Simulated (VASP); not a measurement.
A run of VASP 6.6.1 is set up as follows.

The input INCAR:

```
SYSTEM = GaSb
  PREC = Accurate
  ENCUT = 520
  EDIFF = 1E-6
  ISMEAR = -1
  SIGMA = 0.05
  LREAL = .False.
  LASPH = .True.
  NELM = 60
  ALGO = Normal
  ISIF = 2
  LWAVE = .False.
  LCHARG = .False.
  GGA = RE
  NBANDS = 16
```

File KPOINTS:

```
Automatic mesh
0
Gamma
  8 8 8
  0 0 0
```

The input POSCAR:

```
GaSb
1.0
    0.0000000000      3.0992546163      3.0992546163
    3.0992546163      0.0000000000      3.0992546163
    3.0992546163      3.0992546163      0.0000000000
Sb Ga
1 1
Direct
    0.7500000000      0.7500000000      0.7500000000
    0.0000000000      0.0000000000      0.0000000000
```

Potentials or basis: VASP PAW PBE potentials, release 64 (Sb, Ga_d).

The run is started by

```bash
$ cat potpaw_PBE.64/Sb/POTCAR potpaw_PBE.64/Ga_d/POTCAR > POTCAR
$ mpirun -np 1 vasp_std > vasp.out
```

Predict the band gap on the k mesh.

zero (filled and empty bands touch).

What does it give for the pressure?

1.5 GPa.

Caveat: the PAW data sets were made with another functional, which shifts forces and pressure a little; spin-orbit coupling is left out, which moves the levels of the heavy elements.

**The experiment to reproduce.**

From a printed reference work, data compilation, for a bulk crystal of GaSb at 4.2 K: band gap 0.811 eV (direct).

Against the measured gap of GaSb, 0.811 eV (direct; 4.2 K; a printed reference work, data compilation), the calculated 0.00 eV is off by -0.81 eV. Spin-orbit coupling on Ga, Sb is left out. The value is that of revPBE on a finite k mesh, which can miss the band edges, without temperature or zero-point motion. Semilocal functionals fall short of measured gaps as a rule.
